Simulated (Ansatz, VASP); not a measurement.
**Two plane-wave programs on SrCl2**

Contents of INCAR:

```
SYSTEM = SrCl2
PREC = Accurate
ENCUT = 520
EDIFF = 1E-8
ISMEAR = -1
SIGMA = 0.01
LREAL = .FALSE.
LASPH = .TRUE.
NELM = 80
ALGO = Normal
ISIF = 2
LWAVE = .FALSE.
LCHARG = .FALSE.
GGA = CA
LEFG = .TRUE.
NBANDS = 19
```

KPOINTS

```
regular mesh
0
G
  8 8 8
  0 0 0
```

The input POSCAR:

```
SrCl2
1.0
    0.0000000000      3.4855000000      3.5203550000
    3.4855000000      0.0000000000      3.5203550000
    3.4855000000      3.4855000000      0.0000000000
Sr Cl
1 2
Direct
    0.0000000000      0.0000000000      0.0000000000
    0.2500000000      0.2500000000      0.2500000000
    0.7500000000      0.7500000000      0.7500000000
```

Input for Ansatz:

```yaml
crystal:
  lattice:
    - [0.0, 3.4855, 3.520355]
    - [3.4855, 0.0, 3.520355]
    - [3.4855, 3.4855, 0.0]
  atoms:
    - { symbol: Sr, position: [0.0, 0.0, 0.0] }
    - { symbol: Cl, position: [0.25, 0.25, 0.25] }
    - { symbol: Cl, position: [0.75, 0.75, 0.75] }
kpoints:
  mp_grid: { grid: [8, 8, 8] }
scf:
  occupations: { method: fermi_dirac, width: 0.01 }
hamiltonian:
  xc: lda
  pseudopotentials: { kind: paw }
output:
  forces: true
  stress: true
  eigenvalues: true
  efg: { contact_densities: true }
```

Change from the starting cell: zz strain of +1 %, PAW files.

Alike in both runs: task electric field gradients; functional LDA; k mesh 8 × 8 × 8; occupations fermi-dirac, width 0.01 eV; no spin polarisation.

```csv
,VASP,Ansatz
version,VASP 6.6.1,Ansatz 0.2.0
potentials or method,"VASP PAW LDA potentials, release 64 (Sr_sv, Cl)","PAW with Ansatz's default frozen-core files, scalar-relativistic"
plane-wave cutoff (eV),520,420
valence electrons in the cell,24,24
```

Ansatz gave:

```
gap on the k mesh at the Fermi level (eV)                      : 4.83
pressure (GPa)                                                 : -3.1
largest component of the traceless stress (GPa)                : 0.33
Vzz of the field gradient on the site that differs most (V/Å²) : 3.1
```

Question: Estimate VASP's values.

Answer: gap on the k mesh at the Fermi level (eV): 4.83; pressure (GPa): -3.0; largest component of the traceless stress (GPa): 0.32; Vzz of the field gradient on the site that differs most (V/Å²): 3.0.

Ansatz warned: «gradients_without_spin_orbit».

A k mesh can miss the band edges.
